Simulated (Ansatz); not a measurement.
# Single point of Ni

Wanted: energy, forces and, where spin is on, moments of Ni in this cell. Ni is taken in the measured crystal structure (space group Fm-3m), 1 atom in the cell. Source: COD entry 9013032; the sample's temperature and pressure aren't taken into account.

The COD cell was measured well above room temperature, so it is larger than a cold one.

Method: DFT r2SCAN, PAW, plane waves, scalar-relativistic, in Ansatz 0.2.0.

## (1) The system as given

The structure is cubic, space group Fm-3m (No. 225). The conventional cell has a = 3.595 Å, b = 3.595 Å, c = 3.595 Å, α = 90.00°, β = 90.00°, γ = 90.00°. Around Ni (site symmetry m-3m) lie 12 Ni at 2.54 Å.

Structure file:

```
CELL_PARAMETERS angstrom
0.00000 1.79750 1.79750
1.79750 0.00000 1.79750
1.79750 1.79750 0.00000
ATOMIC_POSITIONS crystal
Ni 0.00000 0.00000 0.00000
```

In tables a label like Ni1 counts atoms in the order of input.yaml; a structure file may count by element.

The search for lower states is off throughout, and inputs that name a mixer don't switch to direct minimisation unless they say so. Spin is collinear, with starting moments Ni1 2.00 μB. β is the mixing step of the charge; the magnetisation has a step of its own, which the program sets unless it is named.

## (2) Running it

input.yaml reads:

```yaml
crystal:
  lattice:
    - [0.0, 1.7975, 1.7975]
    - [1.7975, 0.0, 1.7975]
    - [1.7975, 1.7975, 0.0]
  atoms:
    - { symbol: Ni, position: [0.0, 0.0, 0.0], spin: 2.0 }
magnetization:
  spin_polarized: true
hamiltonian:
  xc: r2scan
  pseudopotentials: { kind: paw }
basis:
  ecutwfc: 500
kpoints:
  mp_grid: { grid: [13, 13, 13] }
scf:
  occupations: { method: fermi_dirac, width: 0.05 }
  lower_state_search: "off"
  algorithm: density_mixing
  max_iter: 50
  mixing: { algorithm: broyden, ndim: 8, beta: 3.0 }
output:
  forces: true
  stress: true
```

Started as:

```bash
$ ansatz run input.yaml --threads 2 --pin off --max-ram 5120MiB --backend cpu --events-out ev --progress --plain --runs-dir out
```

Output:

```text
Error: invalid value for `scf.mixing.beta`: must be finite and in (0, 1]; got 3
```

Run time: 0.02 s. Hardware: 2 threads of Arm Neoverse V2, shared host; peak memory 0.031 GiB.

## (3) What went wrong

No iteration ran: the input was refused. Its message: invalid value for `scf.mixing.beta`: must be finite and in (0, 1]; got 3

Each of these is now tried alone: β lowered to 0.75; back to the default settings.

## (4) β lowered to 0.75

Changes to input.yaml since step 2:

```diff
@@ -21,3 +21,3 @@
   max_iter: 50
-  mixing: { algorithm: broyden, ndim: 8, beta: 3.0 }
+  mixing: { algorithm: broyden, ndim: 8, beta: 0.75 }
 output:
```

Started as:

```bash
$ ansatz run input.yaml --threads 2 --pin off --max-ram 5120MiB --backend cpu --events-out ev --progress --plain --runs-dir out
```

Output, shortened:

```text
[...]
Pseudopotentials: kind: paw
Pseudopotential: Ni, paw, valence charge 18, recommended cutoff 500 eV (meta_gga), Ni.paw.azcp
Functional definition: r2SCAN
[...]
Crystal: 1 atoms, lattice volume = 11.615 Å³
Basis set: ecut = 500 eV, 283 PW (Γ), exchange–correlation on 80×80×80 points (64 copies of the dense FFT grid, shifted against one another)
Bands: 14, of which v1, the nominal top of the filled ones, is band 9 counted from 1 (8 counted from 0)
Symmetry: 48 space group operations
Space group: Fm-3m (ITA 225), of the structure as read, at distance tolerance 2.3e-5 Å
Magnetic group: BNS 225.116 (UNI 1618), of the structure as read, at distance tolerance 2.3e-5 Å
k-points: 84 of 2197
[...]
Starting moments: Σ|m| = 2 μB on 1 of 1 site
[...]
this state was not tested for a lower state beside it, because the mixer in use, unlike msr1, does not test its closes by its own steps (another_mixer; see scf.mixing.algorithm and scf.lower_state_search)
SCF converged after 15 iterations
Magnetization: 0.8134 μB (9.4067 up, 8.5933 down)
Absolute magnetization: 1.0002 μB (∫|ρ↑−ρ↓|, with the PAW one-centre terms)
Spin contamination: 0.0267 ħ² per cell (⟨S²⟩ above its minimum at these occupations)
Per-site moments (μB) at R_I (Å): [(0.8862357424371683, 1.048595162325826)]
Free energy (F): -5845.229383 eV
[...]
E sigma→0 (E₀):  -5845.223986 eV
Entropy (-TS):   -0.010793 eV (-10.793 meV/atom)
Fermi energy:    16.715451 eV
[...]
--- Forces (eV/Å), atoms counted from 1 ---
  atom   1  Ni    -0.00000000     0.00000000     0.00000000
[...]
--- Stress (GPa, compression-positive) ---
      -16.647843       0.000000      -0.000000
       -0.000000     -16.647843       0.000000
        0.000000      -0.000000     -16.647843
  P = ⅓ Tr σ = -16.6478 GPa (-166.478 kbar)
```

Run time: 3 s. Hardware: 2 threads of Arm Neoverse V2, shared host; peak memory 0.31 GiB.

The run closes after 15 iterations, ferromagnetic, site moments Ni1 0.89 μB, total 0.81 μB per cell, no gap on the k-mesh.

## (5) Back to the default settings

Changes to input.yaml since step 2:

```diff
@@ -19,5 +19,2 @@
   lower_state_search: "off"
-  algorithm: density_mixing
-  max_iter: 50
-  mixing: { algorithm: broyden, ndim: 8, beta: 3.0 }
 output:
```

Started as:

```bash
$ ansatz run input.yaml --threads 2 --pin off --max-ram 5120MiB --backend cpu --events-out ev --progress --plain --runs-dir out
```

Its history (converged in 14 iterations):

| iteration | Harris–Foulkes energy + 5845 (eV) | largest residual (eV) | M (μB) | ∫|m| (μB) |
| --- | --- | --- | --- | --- |
| 1 | 0.1612 | 1.11e+00 | 0.99 | 1.16 |
| 2 | 0.0227 | 2.09e-01 | 0.96 | 1.15 |
| 3 | -0.0254 | 1.41e-02 | 0.89 | 1.13 |
| 4 | -0.0829 | 5.22e-03 | 0.88 | 1.12 |
| 5 | -0.1957 | 1.82e-03 | 0.85 | 1.07 |
| 6 | -0.2275 | 2.16e-04 | 0.83 | 1.02 |
| 7 | -0.2278 | 1.02e-05 | 0.82 | 1.01 |
| 8 | -0.2289 | 1.02e-05 | 0.82 | 1.01 |
| 9 | -0.2293 | 5.04e-07 | 0.82 | 1.00 |
| 10 | -0.2294 | 7.37e-07 | 0.82 | 1.00 |
| 11 | -0.2294 | 5.78e-07 | 0.81 | 1.00 |
| 12 | -0.2294 | 1.89e-07 | 0.81 | 1.00 |
| 13 | -0.2294 | 8.84e-08 | 0.81 | 1.00 |
| 14 | -0.2294 | 5.22e-10 | 0.81 | 1.00 |

It took 3 s on 2 threads of Arm Neoverse V2, shared host; peak memory 0.31 GiB.

This works: 14 iterations, ferromagnetic, site moments Ni1 0.89 μB, total 0.81 μB per cell, no gap on the k-mesh. Against step 4: the same free energy.

## (6) All tries on one scale

Decimal logarithm of the largest residual (eV) by iteration, counted through all cycles of a run:

```csv
iteration,step 4,step 5
1,0.0,0.0
2,-0.7,-0.7
3,-0.6,-1.9
4,-1.5,-2.3
5,-2.0,-2.7
6,-3.2,-3.7
7,-3.9,-5.0
9,-4.8,-6.3
10,-5.1,-6.1
11,-5.7,-6.2
12,-6.7,-6.7
14,-8.0,-9.3
15,-9.3,-
```

## (7) What came out

```
                    quantity                                                                                  value
                   first try                                                                          input refused
   step 4: β lowered to 0.75                                                             converged in 15 iterations
step 5: the default settings                                                             converged in 14 iterations
     state reached in step 5  ferromagnetic, site moments Ni1 0.89 μB, total 0.81 μB per cell, no gap on the k-mesh
         largest force there                                                                             0.000 eV/Å
```

In words: The run converges under 2 of the 2 changes tried; with “the default settings” it takes 14 iterations.
